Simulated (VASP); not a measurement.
**HfN under changes of volume**

One of the cells (11.113 Å³/atom); the others are scaled copies at fixed shape and fractional positions:

```
Hf N
1.0
     0.00000    2.23159    2.23159
     2.23159    0.00000    2.23159
     2.23159    2.23159    0.00000
Hf N
1 1
Direct
  0.00000 0.00000 0.00000
  0.50000 0.50000 0.50000
```

* Program: VASP 6.6.1
* Functional: LDA
* Potentials or basis: VASP PAW LDA potentials, release 64 (Hf_pv, N)
* Cutoff: 520 eV
* k mesh: 8 × 8 × 8
* Occupations: fermi-dirac, width 0.05 eV
* Spin: no spin polarisation

| volume (Å³/atom) | energy over the lowest point (meV/atom) | pressure (GPa) |
| --- | --- | --- |
| 10.669 | 18.85 | 13.8 |
| 10.891 | 4.65 | 6.6 |
| 11.113 | 0.00 | 0.1 |
| 11.336 | 3.91 | -5.8 |
| 11.558 | ? | ? |

**Question.** What does the run at 11.558 Å³/atom give?

**Answer.** Energy over the lowest point 15.51 meV/atom; pressure -11.0 GPa.

Worked out: A Birch-Murnaghan fit of order 2 (a polynomial in V^(-2/3)) to the other rows has its minimum at 11.12 Å³/atom with B0 = V·E''(V) = 309 GPa. It gives 15.62 meV/atom at 11.558 Å³/atom, against the run's 15.51, and -dE/dV = -11.1 GPa, against -11.0.

Energies are extrapolated to zero smearing.
